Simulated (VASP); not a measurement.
A run of VASP 6.6.1 is set up as follows.

INCAR

```
PREC     = Accurate       # precision mode
ENCUT    = 520            # plane-wave cutoff, eV
EDIFF    = 1E-6           # SCF threshold, eV
ISMEAR   = 0              # smearing method
SIGMA    = 0.1            # smearing width, eV
LREAL    = F              # projectors in reciprocal space
LASPH    = T              # aspherical terms in the spheres
NELM     = 100            # most SCF steps
ALGO     = Fast           # electronic algorithm
ISIF     = 2              # what is computed and relaxed
LWAVE    = F              # write WAVECAR
LCHARG   = T              # write CHGCAR
GGA      = PE             # functional
LELF     = T              # ELF
LVHAR    = T            
NBANDS   = 63             # bands
```

The input KPOINTS:

```
regular mesh
0
Gamma
  6 6 6
```

Contents of POSCAR:

```
Mo3P2
1.0
    3.2155746985      1.8565129178      4.2787705761
   -3.2155746985      1.8565129178      4.2787705761
    0.0000000000     -3.7130258356      4.2787705761
Mo P
6 4
Direct
    0.0199320104      0.4800679896      0.7500000000
    0.7500000000      0.0199320104      0.4800679896
    0.4800679896      0.7500000000      0.0199320104
    0.9800679896      0.5199320104      0.2500000000
    0.2500000000      0.9800679896      0.5199320104
    0.5199320104      0.2500000000      0.9800679896
    0.8895858306      0.8895858306      0.8895858306
    0.6104141694      0.6104141694      0.6104141694
    0.1104141694      0.1104141694      0.1104141694
    0.3895858306      0.3895858306      0.3895858306
```

Potentials or basis: VASP PAW PBE potentials, release 64 (Mo_sv, P).

Command:

```console
$ cat potpaw_PBE.64/Mo_sv/POTCAR potpaw_PBE.64/P/POTCAR > POTCAR
$ mpirun -np 1 vasp_std > vasp.out
```

**Question.** Predict the largest force.

**Answer.** 0.006 eV/Å.

**Question.** Predict the band gap on the k mesh.

**Answer.** None (metal or under the smearing width).

Forces on the atoms (eV/Å):
```
Mo   0.003  0.000  0.000
Mo  -0.001  0.002  0.000
Mo  -0.001 -0.002  0.000
Mo  -0.003  0.000  0.000
Mo   0.001 -0.002  0.000
Mo   0.001  0.002  0.000
P    0.000  0.000  0.006
P    0.000  0.000 -0.006
P    0.000  0.000 -0.006
P    0.000  0.000  0.006
```
